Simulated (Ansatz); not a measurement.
Reaction (ligand exchange at the Al–C bond): `O[C]1([AlH2])CC1` + `CC(C)(C)O` → `CC(C)(C)[O][AlH2]` + `OC1CC1`

Gas-phase electronic energies from Ansatz, PBE0-D4/def2-TZVP geometries. CBS: MP2 limit from def2 TZ/QZ plus the TZ coupled-cluster correction, frozen cores. Functionals use def2-TZVPP. B3LYP here is the variant with VWN-RPA as its local correlation; programs differ in this. Each species was taken in one conformer, which may not be the lowest.

```csv
level,ΔE (kJ/mol),difference from CCSD(T)/CBS
r2SCAN-D4,-148.6,-1.7
PBE0-D4,-142.7,4.2
B3LYP-D4,-152.5,-5.6
ωB97X-V,-148.8,-1.9
ωB97M-V,-147.7,-0.8
B2PLYP,-152.3,-5.4
PBE0,-141.5,5.4
B3LYP,-150.8,-3.9
HF/def2-TZVPP,-164.0,-17.1
MP2/def2-TZVPP,-150.5,-3.6
SCS-MP2/def2-TZVPP,-152.6,-5.7
CCSD/def2-TZVPP,-151.7,-4.8
CCSD(T)/def2-TZVPP,-149.1,-2.2
MP2/def2-QZVPP,-149.5,-2.6
MP2/CBS(def2),-148.2,-1.3
CCSD/CBS(def2),-149.5,-2.6
CCSD(T)/CBS,-146.9,0
```

Largest T1 diagnostic among the species: 0.011.

In def2-TZVPP, CCSD(T) changes the Hartree–Fock value by +14.9 kJ/mol (the triples alone add +2.6 kJ/mol) and MP2 by +13.6 kJ/mol. From PBE to PBE0 (25 % exact exchange), in def2-TZVPP and without D4, ΔE moves by −4.7 kJ/mol.

CCSD(T)/CBS has its own doubt, a few kJ/mol and more with outer-core shells, so smaller differences from it don't rank the levels.
